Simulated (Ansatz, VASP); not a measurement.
# AgCl in two plane-wave programs, part 2 of 2

One calculation is typed for both programs; each brings its own data sets and cutoff. How far apart do they land? The cell is taken from a series of VASP runs on this material, whose earlier steps may have relaxed, scaled or displaced it; both programs get it as it stands.

VASP 6.6.1 and Ansatz 0.2.0.

So far: Starting point; Ansatz: zone-centre phonons, LDA.

## Step 3: VASP: zone-centre phonons, LDA

Level of this step: LDA; plane waves and PAW (Ag, Cl) (VASP).

The same cell, functional (in two slightly different forms) and mesh now go to VASP, with its own data sets and cutoff.

Lines of VASP's logs that name or quote its potential files are left out, and so is its time.

The input, INCAR:

```
SYSTEM = AgCl
PREC = Accurate
ENCUT = 400
EDIFF = 1E-08
NELM = 100
ISMEAR = 0
SIGMA = 0.02
LREAL = .FALSE.
ALGO = Normal
GGA = CA
NBANDS = 15
LORBIT = 11
LWAVE = .FALSE.
LCHARG = .FALSE.
KPAR = 4
IBRION = 8
LEPSILON = .TRUE.
```

The input, POSCAR:

```
AgCl
1.0
    0.0000000000      2.7350000000      2.7350000000
    2.7350000000      0.0000000000      2.7350000000
    2.7350000000      2.7350000000      0.0000000000
Ag Cl
1 1
Direct
    0.0000000000      0.0000000000      0.0000000000
    0.5000000000      0.5000000000      0.5000000000
```

The input, KPOINTS:

```
Automatic mesh
0
Gamma
12 12 12
0 0 0
```

PAW data sets: Ag and Cl (LDA family, release 64).

Command:

```
$ mpirun -np 4 vasp_std
```

Numbers of over 12 decimals in the logs are rounded to 6 here.

Output:

```text
[banner, memory and clock lines left out]
running    4 mpi-ranks, on    1 nodes
 distrk:  each k-point on    1 cores,    4 groups
 distr:  one band on    1 cores,    1 groups

 POSCAR found type information on POSCAR AgCl
 POSCAR found :  2 types and       2 ions
 LDA part: xc-table for (Slater(with rela. corr.)+CA(PZ))
 , standard interpolation
 POSCAR, INCAR and KPOINTS ok, starting setup
 FFT: planning ... GRIDC
 FFT: planning ... GRID_SOFT
 FFT: planning ... GRID
 WAVECAR not read
 entering main loop
       N       E                     dE             d eps       ncg     rms          rms(c)
DAV:   1     0.797555840798E+02    0.79756E+02   -0.75695E+03  2336   0.872E+02
DAV:   2    -0.424047900646E+01   -0.83996E+02   -0.78231E+02  2657   0.204E+02
DAV:   3    -0.690249364086E+01   -0.26620E+01   -0.26573E+01  2657   0.387E+01
DAV:   4    -0.692058222180E+01   -0.18089E-01   -0.18087E-01  2818   0.348E+00
DAV:   5    -0.692082404857E+01   -0.24183E-03   -0.24182E-03  2727   0.389E-01    0.712E+00
DAV:   6    -0.677112532253E+01    0.14970E+00   -0.25731E-01  2829   0.710E+00    0.466E+00
DAV:   7    -0.676476168820E+01    0.63636E-02   -0.64573E-02  2657   0.180E+00    0.203E+00
DAV:   8    -0.676222911275E+01    0.25326E-02   -0.39883E-03  2559   0.603E-01    0.251E-01
DAV:   9    -0.676214174122E+01    0.87372E-04   -0.28502E-04  2881   0.242E-01    0.384E-02
DAV:  10    -0.676214910336E+01   -0.73621E-05   -0.21295E-05  2665   0.424E-02    0.112E-02
DAV:  11    -0.676214918031E+01   -0.76950E-07   -0.39708E-07  2776   0.505E-03    0.187E-03
DAV:  12    -0.676214915585E+01    0.24462E-07   -0.19139E-07  2685   0.318E-03    0.755E-04
DAV:  13    -0.676214915363E+01    0.22178E-08   -0.13108E-08  2061   0.114E-03
   1 F= -.67621492E+01 E0= -.67621492E+01  d E =-.413158E-15
 Linear response reoptimize wavefunctions to high precision
DAV:   1    -0.676214915386E+01   -0.23260E-09   -0.23745E-09  2327   0.323E-04
DAV:   2    -0.676214915385E+01    0.11369E-10   -0.38985E-11  1563   0.449E-05
 Linear response G [H, r] |phi>, progress :
  Direction:   1
       N       E                     dE             d eps       ncg     rms
RMM:   1    -0.808776161851E+02   -0.80878E+02   -0.58545E+01  4926   0.699E+01
RMM:   2    -0.704394889987E+02    0.10438E+02   -0.41058E+00  3573   0.147E+01
RMM:   3    -0.704675651206E+02   -0.28076E-01   -0.48261E-02  3578   0.158E+00
RMM:   4    -0.704681455938E+02   -0.58047E-03   -0.81700E-04  3753   0.204E-01
RMM:   5    -0.704681596307E+02   -0.14037E-04    0.27539E-05  3858   0.297E-02
RMM:   6    -0.704681587514E+02    0.87939E-06   -0.29918E-04  3950   0.532E-03
RMM:   7    -0.704681594260E+02   -0.67468E-06    0.14121E-04  4013   0.190E-03
RMM:   8    -0.704681576404E+02    0.17856E-05   -0.16352E-05  3368   0.138E-03
RMM:   9    -0.704681653630E+02   -0.77226E-05   -0.64264E-05  2736   0.133E-03
RMM:  10    -0.704681575152E+02    0.78477E-05    0.36497E-05  2652   0.132E-03
RMM:  11    -0.704681634825E+02   -0.59672E-05    0.18757E-04  2508   0.132E-03
 Linear response G [H, r] |phi>, progress :
  Direction:   2
       N       E                     dE             d eps       ncg     rms
RMM:   1    -0.797783450292E+02   -0.79778E+02   -0.66468E+01  4766   0.681E+01
RMM:   2    -0.745876953053E+02    0.51906E+01   -0.31282E+00  3519   0.129E+01
RMM:   3    -0.746132000250E+02   -0.25505E-01   -0.40300E-02  3569   0.147E+00
RMM:   4    -0.746137447468E+02   -0.54472E-03   -0.74938E-04  3736   0.192E-01
RMM:   5    -0.746137610238E+02   -0.16277E-04   -0.14968E-05  3815   0.278E-02
RMM:   6    -0.746137614901E+02   -0.46625E-06   -0.22239E-06  3902   0.469E-03
RMM:   7    -0.746137615387E+02   -0.48618E-07   -0.17807E-05  3932   0.144E-03
RMM:   8    -0.746137615146E+02    0.24065E-07   -0.12053E-05  3315   0.963E-04
RMM:   9    -0.746137616513E+02   -0.13663E-06   -0.10397E-05  2716   0.908E-04
RMM:  10    -0.746137617133E+02   -0.62007E-07    0.17772E-05  2610   0.906E-04
RMM:  11    -0.746137616283E+02    0.84938E-07    0.35995E-05  2455   0.906E-04
 Linear response G [H, r] |phi>, progress :
  Direction:   3
       N       E                     dE             d eps       ncg     rms
RMM:   1    -0.754027486273E+02   -0.75403E+02   -0.11664E+00  4522   0.684E+01
RMM:   2    -0.685178726155E+02    0.68849E+01   -0.35153E+00  3560   0.134E+01
RMM:   3    -0.685425353244E+02   -0.24663E-01   -0.46545E-02  3534   0.147E+00
RMM:   4    -0.685429728004E+02   -0.43748E-03    0.10412E-03  3717   0.191E-01
RMM:   5    -0.685431267556E+02   -0.15396E-03    0.29589E-04  3779   0.280E-02
RMM:   6    -0.685431494153E+02   -0.22660E-04   -0.61629E-03  3876   0.543E-03
RMM:   7    -0.685431104281E+02    0.38987E-04   -0.36723E-03  3783   0.222E-03
RMM:   8    -0.685431434702E+02   -0.33042E-04   -0.46618E-03  3177   0.175E-03
RMM:   9    -0.685431216519E+02    0.21818E-04   -0.33283E-03  2653   0.168E-03
RMM:  10    -0.685431414475E+02   -0.19796E-04   -0.57171E-03  2529   0.168E-03
RMM:  11    -0.685431010462E+02    0.40401E-04   -0.38950E-03  2353   0.168E-03
 Linear response to external field (no local field effect), progress :
  Direction:   1
       N       E                     dE             d eps       ncg     rms          rms(c)
RMM:   1    -0.517145389900E+00   -0.51715E+00   -0.21631E+00  4512   0.339E+00
[...]
RMM:   1    -0.521598167506E+00   -0.52160E+00   -0.21650E+00  9993   0.335E+00
RMM:   2    -0.548461853393E+00   -0.26864E-01   -0.94491E-03  8113   0.595E-01    0.108E+00
RMM:   3    -0.523551024212E+00    0.24911E-01   -0.22975E-02  7764   0.766E-01    0.549E-01
RMM:   4    -0.526428243415E+00   -0.28772E-02   -0.13004E-02  8049   0.600E-01    0.160E-01
RMM:   5    -0.531042500168E+00   -0.46143E-02   -0.41269E-04  7907   0.141E-01    0.151E-02
RMM:   6    -0.531337840485E+00   -0.29534E-03   -0.24563E-05  8175   0.320E-02    0.720E-03
RMM:   7    -0.531480216436E+00   -0.14238E-03   -0.16514E-06  8076   0.830E-03    0.263E-03
RMM:   8    -0.531506453627E+00   -0.26237E-04   -0.11739E-07  8329   0.271E-03    0.867E-04
RMM:   9    -0.531513535192E+00   -0.70816E-05    0.46018E-07  8304   0.134E-03    0.944E-05
RMM:  10    -0.531513595539E+00   -0.60346E-07    0.12385E-06  8319   0.301E-04    0.197E-05
RMM:  11    -0.531513674101E+00   -0.78562E-07    0.87177E-08  4770   0.740E-05    0.540E-06
 change of polarisation eV/A/(eV/A) component  1 :     1.026     0.190     0.063
 dielectric tensor                  component  1 :     5.538     0.838     0.281
 Linear response to external field, progress :
  Direction:   2
       N       E                     dE             d eps       ncg     rms          rms(c)
RMM:   1    -0.521260334625E+00   -0.52126E+00   -0.21616E+00 10027   0.336E+00
RMM:   2    -0.548460466667E+00   -0.27200E-01   -0.95052E-03  8114   0.598E-01    0.108E+00
RMM:   3    -0.523548740640E+00    0.24912E-01   -0.22974E-02  7765   0.767E-01    0.549E-01
RMM:   4    -0.526426547764E+00   -0.28778E-02   -0.12997E-02  8053   0.600E-01    0.160E-01
RMM:   5    -0.531042206673E+00   -0.46157E-02   -0.41230E-04  7901   0.141E-01    0.151E-02
RMM:   6    -0.531337452650E+00   -0.29525E-03   -0.24474E-05  8191   0.319E-02    0.719E-03
RMM:   7    -0.531480177009E+00   -0.14272E-03   -0.16690E-06  8064   0.831E-03    0.263E-03
RMM:   8    -0.531506377382E+00   -0.26200E-04   -0.19156E-07  8361   0.271E-03    0.865E-04
RMM:   9    -0.531513493395E+00   -0.71160E-05   -0.37381E-10  8307   0.134E-03    0.940E-05
RMM:  10    -0.531513548660E+00   -0.55265E-07    0.52278E-07  8315   0.297E-04    0.196E-05
RMM:  11    -0.531513636673E+00   -0.88013E-07   -0.47265E-08  4744   0.714E-05    0.537E-06
 change of polarisation eV/A/(eV/A) component  2 :     0.169     1.026     0.005
 dielectric tensor                  component  2 :     0.748     5.538     0.024
 Linear response to external field, progress :
  Direction:   3
       N       E                     dE             d eps       ncg     rms          rms(c)
RMM:   1    -0.521276659891E+00   -0.52128E+00   -0.21618E+00 10027   0.336E+00
RMM:   2    -0.548460312465E+00   -0.27184E-01   -0.95049E-03  8114   0.598E-01    0.108E+00
RMM:   3    -0.523549277016E+00    0.24911E-01   -0.22969E-02  7768   0.766E-01    0.549E-01
RMM:   4    -0.526427217022E+00   -0.28779E-02   -0.12999E-02  8055   0.600E-01    0.160E-01
RMM:   5    -0.531042699056E+00   -0.46155E-02   -0.41257E-04  7903   0.141E-01    0.151E-02
RMM:   6    -0.531336684406E+00   -0.29399E-03   -0.24456E-05  8187   0.319E-02    0.720E-03
RMM:   7    -0.531480168079E+00   -0.14348E-03   -0.16760E-06  8058   0.832E-03    0.264E-03
RMM:   8    -0.531506393355E+00   -0.26225E-04   -0.20097E-07  8335   0.271E-03    0.867E-04
RMM:   9    -0.531513482109E+00   -0.70888E-05   -0.69590E-08  8305   0.134E-03    0.939E-05
RMM:  10    -0.531513544670E+00   -0.62561E-07   -0.36922E-08  8315   0.298E-04    0.196E-05
RMM:  11    -0.531513625289E+00   -0.80619E-07    0.32125E-08  4760   0.713E-05    0.537E-06
 change of polarisation eV/A/(eV/A) component  3 :     0.043     0.127     1.026
 dielectric tensor                  component  3 :     0.189     0.562     5.538
 Linear response DOF=           2
 Linear response progress:
  Degree of freedom:   1/  2
       N       E                     dE             d eps       ncg     rms          rms(c)
RMM:   1    -0.306482164698E+00   -0.30648E+00   -0.21556E-01  7583   0.361E+00
RMM:   2    -0.303110835922E+00    0.33713E-02   -0.22038E-03  7459   0.350E-01    0.532E-02
RMM:   3    -0.302984450735E+00    0.12639E-03   -0.26567E-05  8421   0.400E-02    0.341E-02
RMM:   4    -0.302835779255E+00    0.14867E-03   -0.41284E-06  8516   0.154E-02    0.165E-03
RMM:   5    -0.302843092790E+00   -0.73135E-05   -0.41480E-08  8674   0.147E-03    0.957E-04
RMM:   6    -0.302849788417E+00   -0.66956E-05   -0.13822E-08  8444   0.859E-04    0.111E-04
RMM:   7    -0.302850688715E+00   -0.90030E-06   -0.34701E-09  8891   0.156E-04    0.310E-05
RMM:   8    -0.302850432553E+00    0.25616E-06   -0.27678E-09  8867   0.611E-05    0.185E-05
RMM:   9    -0.302850264323E+00    0.16823E-06   -0.37905E-09  8910   0.513E-05    0.126E-06
RMM:  10    -0.302850258801E+00    0.55217E-08   -0.66235E-09  8773   0.416E-05    0.824E-07
 first order change of Fermi-energy  -0.82376E-04
 force on displaced ion       1 direction 1 :  -0.959   0.000   0.000
 Born effective charge ion    1 direction 1 :   1.435   0.000   0.000
 Linear response progress:
  Degree of freedom:   2/  2
       N       E                     dE             d eps       ncg     rms          rms(c)
RMM:   1    -0.186092458084E+00   -0.18609E+00    0.37366E-02 11186   0.265E+00
RMM:   2    -0.184486187181E+00    0.16063E-02   -0.19834E-03  7585   0.303E-01    0.683E-02
RMM:   3    -0.184658287215E+00   -0.17210E-03   -0.42588E-05  7870   0.439E-02    0.354E-02
RMM:   4    -0.184853324081E+00   -0.19504E-03   -0.19174E-05  7938   0.255E-02    0.472E-03
RMM:   5    -0.184842483322E+00    0.10841E-04   -0.79791E-07  8105   0.594E-03    0.236E-03
RMM:   6    -0.184843254977E+00   -0.77166E-06   -0.10801E-08  8124   0.754E-04    0.136E-03
RMM:   7    -0.184848700916E+00   -0.54459E-05   -0.34064E-08  7659   0.694E-04    0.193E-04
RMM:   8    -0.184848005280E+00    0.69564E-06   -0.10597E-08  8398   0.175E-04    0.131E-04
RMM:   9    -0.184847147951E+00    0.85733E-06   -0.22547E-08  8217   0.159E-04    0.744E-06
RMM:  10    -0.184847153476E+00   -0.55248E-08   -0.19519E-07  8604   0.609E-05    0.308E-06
RMM:  11    -0.184847161333E+00   -0.78569E-08    0.32072E-09  7907   0.470E-05    0.829E-07
 first order change of Fermi-energy   0.10538E-02
 force on displaced ion       2 direction 1 :  -0.959   0.000   0.000
 Born effective charge ion    2 direction 1 :  -1.436   0.000   0.000
 Born effective charges drift removed
 Linear response finished
```

Parts of OUTCAR (step 3):

```text
ion  position               nearest neighbor table
   1  0.000  0.000  0.000-   2 2.73   2 2.73   2 2.73   2 2.73   2 2.73   2 2.73
   2  0.500  0.500  0.500-   1 2.73   1 2.73   1 2.73   1 2.73   1 2.73   1 2.73

  LATTYP: Found a face centered cubic cell.
 ALAT       =     5.4700000000

 Subroutine GETGRP returns: Found 48 space group operations
 (whereof 48 operations were pure point group operations)

The static configuration has the point symmetry O_h .

 Found     72 irreducible k-points:

   k-points           NKPTS =     72   k-points in BZ     NKDIM =     72   number of bands    NBANDS=     15

   dimension x,y,z NGX =    28 NGY =   28 NGZ =   28
   dimension x,y,z NGXF=    56 NGYF=   56 NGZF=   56

   ENCUT  =  400.0 eV  29.40 Ry    5.42 a.u.   6.31  6.31  6.31*2*pi/ulx,y,z

   NELECT =      18.0000    total number of electrons

 k-points in reciprocal lattice and weights: Automatic mesh
   0.00000000  0.00000000  0.00000000       0.001
   0.08333333  0.00000000  0.00000000       0.005
   0.16666667  0.00000000  0.00000000       0.005
   0.25000000  0.00000000  0.00000000       0.005
   0.33333333  0.00000000  0.00000000       0.005
   0.41666667  0.00000000  0.00000000       0.005
   0.50000000  0.00000000  0.00000000       0.002
   0.08333333  0.08333333  0.00000000       0.003
   0.16666667  0.08333333  0.00000000       0.014
[...]
-0.33333333  0.50000000  0.16666667       0.007
  -0.25000000  0.50000000  0.25000000       0.003

 average (electrostatic) potential at core
       1 -73.2162       2 -95.2340

  Total       -1.0124759     -1.0124759     -1.0124759      0.0000000      0.0000000     -0.0000000
  in kB      -39.6454457    -39.6454457    -39.6454457      0.0000000      0.0000000     -0.0000000
  external PRESSURE =     -39.6454457 kB  Pullay stress =       0.0000000 kB

  energy-cutoff  :      400.00
  volume of cell :       40.92
      direct lattice vectors                 reciprocal lattice vectors
     0.000000000  2.735000000  2.735000000    -0.182815356  0.182815356  0.182815356
     2.735000000  0.000000000  2.735000000     0.182815356 -0.182815356  0.182815356
     2.735000000  2.735000000  0.000000000     0.182815356  0.182815356 -0.182815356

 POSITION                                       TOTAL-FORCE (eV/Angst)
 -----------------------------------------------------------------------------------
      0.00000      0.00000      0.00000        -0.000000      0.000000     -0.000000
      2.73500      2.73500      2.73500         0.000000     -0.000000      0.000000
 -----------------------------------------------------------------------------------
    total drift:                                0.000000      0.000000      0.000000

 MACROSCOPIC STATIC DIELECTRIC TENSOR (including local field effects in DFT)
 ------------------------------------------------------
           5.537758    -0.000000     0.000000
          -0.000000     5.537758     0.000000
           0.000000     0.000000     5.537758
 ------------------------------------------------------

 PIEZOELECTRIC TENSOR (including local field effects)  for field in x, y, z        (C/m^2)
          XX          YY          ZZ          XY          YZ          ZX
  --------------------------------------------------------------------------------
  x     0.00000     0.00000     0.00000     0.00000     0.00000     0.00000
  y     0.00000     0.00000     0.00000     0.00000     0.00000     0.00000
  z     0.00000     0.00000     0.00000     0.00000     0.00000     0.00000

 BORN EFFECTIVE CHARGES (including local field effects) (in |e|, cummulative output)
 ---------------------------------------------------------------------------------
 ion    1
    1     1.43595     0.00000     0.00000
    2     0.00000     1.43595     0.00000
    3     0.00000     0.00000     1.43595
 ion    2
    1    -1.43595     0.00000     0.00000
    2     0.00000    -1.43595     0.00000
    3     0.00000     0.00000    -1.43595

 Eigenvectors and eigenvalues of the dynamical matrix
 ----------------------------------------------------

   1 f  =    2.964244 THz    18.624894 2PiTHz   98.876536 cm-1    12.259122 meV
             X         Y         Z           dx          dy          dz
      0.000000  0.000000  0.000000     0.000000    0.497393    0.000000
      2.735000  2.735000  2.735000     0.000000   -0.867525    0.000000

   2 f  =    2.964244 THz    18.624894 2PiTHz   98.876536 cm-1    12.259122 meV
             X         Y         Z           dx          dy          dz
      0.000000  0.000000  0.000000    -0.497393    0.000000    0.000000
      2.735000  2.735000  2.735000     0.867525    0.000000    0.000000

   3 f  =    2.964244 THz    18.624894 2PiTHz   98.876536 cm-1    12.259122 meV
             X         Y         Z           dx          dy          dz
      0.000000  0.000000  0.000000     0.000000    0.000000   -0.497393
      2.735000  2.735000  2.735000     0.000000    0.000000    0.867525

   4 f/i=    0.000111 THz     0.000695 2PiTHz    0.003689 cm-1     0.000457 meV
             X         Y         Z           dx          dy          dz
      0.000000  0.000000  0.000000     0.867525    0.000000    0.000000
      2.735000  2.735000  2.735000     0.497393    0.000000    0.000000

   5 f/i=    0.000111 THz     0.000695 2PiTHz    0.003689 cm-1     0.000457 meV
             X         Y         Z           dx          dy          dz
      0.000000  0.000000  0.000000     0.000000   -0.867525    0.000000
      2.735000  2.735000  2.735000     0.000000   -0.497393    0.000000

   6 f/i=    0.000111 THz     0.000695 2PiTHz    0.003689 cm-1     0.000457 meV
             X         Y         Z           dx          dy          dz
      0.000000  0.000000  0.000000     0.000000    0.000000    0.867525
      2.735000  2.735000  2.735000     0.000000    0.000000    0.497393

 MACROSCOPIC STATIC DIELECTRIC TENSOR IONIC CONTRIBUTION
 ------------------------------------------------------
           9.505160     0.000000     0.000000
           0.000000     9.505160    -0.000000
           0.000000    -0.000000     9.505160
 ------------------------------------------------------

 ELASTIC MODULI CONTR FROM IONIC RELAXATION (kBar)
 Direction    XX          YY          ZZ          XY          YZ          ZX
 --------------------------------------------------------------------------------
 XX           0.0000      0.0000      0.0000      0.0000      0.0000      0.0000
 YY           0.0000      0.0000      0.0000      0.0000      0.0000      0.0000
 ZZ           0.0000      0.0000      0.0000      0.0000      0.0000      0.0000
 XY           0.0000      0.0000      0.0000      0.0000      0.0000      0.0000
 YZ           0.0000      0.0000      0.0000      0.0000      0.0000      0.0000
 ZX           0.0000      0.0000      0.0000      0.0000      0.0000      0.0000
 --------------------------------------------------------------------------------

 PIEZOELECTRIC TENSOR IONIC CONTR  for field in x, y, z        (C/m^2)
          XX          YY          ZZ          XY          YZ          ZX
  --------------------------------------------------------------------------------
  x     0.00000     0.00000     0.00000     0.00000     0.00000     0.00000
  y     0.00000     0.00000     0.00000     0.00000     0.00000     0.00000
  z     0.00000     0.00000     0.00000     0.00000     0.00000     0.00000
```

The gap is read on the k-mesh alone, so it is an upper bound where the band edges lie off the mesh. Energies printed during the response cycles are not total energies of the cell.

## Step 4: Side by side

Known differences besides the potentials themselves: the two LDA forms differ slightly; the data sets hold 26 valence electrons in Ansatz (default PAW (the set named soft_2) files) and 18 in VASP; the cutoff is 420 eV in Ansatz and 400 eV in VASP; VASP's log shows a relativistic correction to its local exchange, Ansatz's none. Total energies have different zeros and are not compared.

Both answers:

```csv
quantity,Ansatz,VASP,difference
ε∞ xx,5.63,5.54,+1.69 %
ε∞ yy,5.63,5.54,+1.69 %
ε∞ zz,5.63,5.54,+1.69 %
Born charge of Ag1 (mean of the diagonal) (e),1.44,1.44,+0.01
Born charge of Cl2 (mean of the diagonal) (e),-1.44,-1.44,-0.01
optical mode 1 to 3 (cm⁻¹),98.2,98.9,-0.71 %
```

Modes are paired by rising frequency and degeneracy, not by their patterns, so a pair may still set unlike modes beside each other.

## Step 5: What came out

| Quantity | Value |
| --- | --- |
| r.m.s. difference of the optical zone-centre modes, each program's sorted by frequency (zone-centre phonons, LDA) | 0.71 cm⁻¹ |
| difference in ε∞ xx (zone-centre phonons, LDA) | +1.7 % |

The r.m.s. difference of the optical zone-centre modes, each program's sorted by frequency is 0.71 cm⁻¹ (zone-centre phonons, LDA). Among the rows given in per cent, the largest difference of the zone-centre phonons, LDA pair is in ε∞ xx, +1.7 %; the dielectric tensor converges slowly with the mesh, which Ansatz refines and VASP takes as typed. Such differences can come from data sets, numerical settings and the points named under the comparisons, not from the functional's error against experiment.

[Lines on the potential files, build, host, timing and source positions are cut from VASP's logs without a mark.]

[Logs are printed without paths, hosts, clocks, repeated set-up lines and the standing remarks that a program may print on its own settings, such as how far it seeks lower states.]

[Hosts, paths, dates, database ids (printed as entryN), source tags and the programs' standing remarks are cut or masked in the printed files.]
